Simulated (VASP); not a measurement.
A run of VASP 6.6.1:

File run.py:

```python
from ase.calculators.vasp import Vasp
from ase.dft.bandgap import bandgap
from ase.io import read

atoms = read('POSCAR')
calc = Vasp(
    directory='calc',
    pp='PBE',
    setups='recommended',
    pp_version='54',
    prec='Accurate',
    encut=520,
    ediff=1e-07,
    ismear=-1,
    sigma=0.02,
    lreal=False,
    lasph=True,
    nelm=100,
    algo='Normal',
    isif=2,
    lwave=False,
    lcharg=True,
    metagga='R2SCAN',
    lhfcalc=True,
    aexx=0.25,
    lmixtau=True,
    precfock='Fast',
    hfrcut=-1,
    lelf=True,
    lvhar=True,
    kpts=[7, 7, 7],
    gamma=True,
)
atoms.calc = calc

print('energy (eV):', atoms.get_potential_energy())
print('free energy (eV):', atoms.get_potential_energy(force_consistent=True))
print('forces (eV/A):')
print(atoms.get_forces())
print('stress (eV/A^3, Voigt):', atoms.get_stress())
print('Fermi level (eV):', calc.get_fermi_level())
gap, top, bottom = bandgap(calc)
print('band gap (eV):', gap, 'from (spin, k, band)', top, 'to', bottom)
```

POSCAR

```
Cu
1.0
    0.0000000000      1.8936988674      1.8936988674
    1.8936988674      0.0000000000      1.8936988674
    1.8936988674      1.8936988674      0.0000000000
Cu
1
Direct
    0.0000000000      0.0000000000      0.0000000000
```

Potentials or basis: VASP PAW PBE potentials, release 54 (Cu).

The run is started by

```sh
$ python run.py
```

Hardware: 1 thread of Intel(R) Xeon(R) 6975P-C (Granite Rapids) (shared host).

Problem. Estimate the wall time of this run.

Solution. Run time: 3.5 min on 1 thread of Intel(R) Xeon(R) 6975P-C (Granite Rapids) (shared host), peak memory 0.12 GiB. Counts: scf iterations 19, k points 20.
